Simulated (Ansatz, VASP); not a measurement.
# As: VASP beside Ansatz

```
CELL_PARAMETERS angstrom
2.75671 0.00000 0.00000
0.00000 2.75671 0.00000
0.00000 0.00000 2.75671
ATOMIC_POSITIONS crystal
As 0.50000 0.50000 0.50000
```

Change from the starting cell: volume scaled by 1.06.

Alike in both runs: task single point; functional PBE; k mesh 10 × 10 × 10; occupations fermi-dirac, width 0.05 eV; no spin polarisation.

```csv
,VASP,Ansatz
version,VASP 6.6.1,Ansatz 0.2.0
potentials or method,"VASP PAW PBE potentials, release 64 (As)",Ansatz PAW
plane-wave cutoff (eV),520,420
valence electrons in the cell,5,15
```

|  | VASP | Ansatz | Ansatz less VASP |
| --- | --- | --- | --- |
| gap on the k mesh at the Fermi level (eV) | none | none | - |
| pressure (GPa) | -2.3 | -2.5 | -0.12 |

A gap of «none» marks a metal or a gap that the smearing closes. The two sets of potentials don't hold the same shells in valence.
